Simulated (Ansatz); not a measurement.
## Squeezing Sr (beta tin type)

```
CELL_PARAMETERS angstrom
-3.73534 3.73534 2.00754
3.73534 -3.73534 2.00754
3.73534 3.73534 -2.00754
ATOMIC_POSITIONS crystal
Sr 0.62500 0.87500 0.75000
Sr 0.37500 0.12500 0.25000
```

The cell comes from a relaxation on PAW files under the same functional, begun from a prototype that needn't be the stable phase.

Its volume is scaled, and at each volume shape and atoms are relaxed on PAW files; all methods then take that cell.

All numbers are PBE results (scalar-relativistic) from Ansatz 0.2.0, with a Γ-centred 12×12×12 k mesh, Fermi–Dirac smearing of 0.1 eV, no spin polarisation. Methods: LAPW: all electrons, basis error target 1 meV/atom; PAW: frozen-core files, cutoff 420 eV; crystal datasets: all electrons, by PAW datasets that the program makes for each cell; norm-conserving: pseudopotentials, cutoff 925 eV; PAW (core large): files with a larger core, cutoff 420 eV.

Energies are extrapolated to zero smearing and count from the unscaled cell; pressure is positive in compression; gaps take the mesh and a band path. No temperature or zero-point motion is included.

The structure type is held throughout; the real material can change phase at far lower pressure.

| V/V0 | V (Å³/atom) | P LAPW (GPa) | ΔE LAPW (eV/atom) | P PAW − LAPW (GPa) | ΔE PAW − LAPW (meV/atom) | space group | shortest distance (Å) |
| --- | --- | --- | --- | --- | --- | --- | --- |
| 1.00 | 56.02 | 0.00 | 0.000 | 0.00 | 0.0 | I4_1/amd | 3.868 |
| 0.92 | 51.54 | 0.76 | 0.008 | 0.00 | 0.0 | I4_1/amd | 3.758 |
| 0.84 | 47.06 | ? | ? | ? | ? | ? | ? |
| 0.76 | 42.58 | 3.47 | 0.108 | 0.00 | 0.1 | I4_1/amd | 3.526 |
| 0.68 | 38.09 | 5.97 | 0.233 | 0.00 | 0.1 | I4_1/amd | 3.396 |
| 0.60 | 33.61 | 9.91 | 0.448 | 0.00 | 0.1 | I4_1/amd | 3.262 |
| 0.52 | 29.13 | 16.38 | 0.807 | 0.00 | 0.1 | I4_1/amd | 3.110 |
| 0.45 | 25.21 | 25.8 | 1.314 | -0.01 | 0.0 | I4_1/amd | 2.964 |

Q: Fit the Vinet equation to the LAPW pressures shown (residuals weighted by 1/(|P| + 0.03·Pmax)), and predict the pressure of the withheld row.

A: The fit gives V0 = 56.03 Å³/atom, B0 = 7.46 GPa and B0′ = 4.01. At 47.06 Å³/atom, x = (V/V0)^(1/3) = 0.9435, and P = 3·B0·(1 − x)/x²·exp[1.5·(B0′ − 1)·(1 − x)] = 1.83 GPa. The run itself gave 1.85 GPa (-1.0 % off) and ΔE = 0.040 eV/atom.

Q: At the smallest volume, how far do crystal datasets and norm-conserving and PAW (core large) lie from LAPW in pressure?

A: crystal datasets: 0.00 GPa; norm-conserving: +0.02 GPa; PAW (core large): -0.01 GPa, on a LAPW pressure of 25.8 GPa.
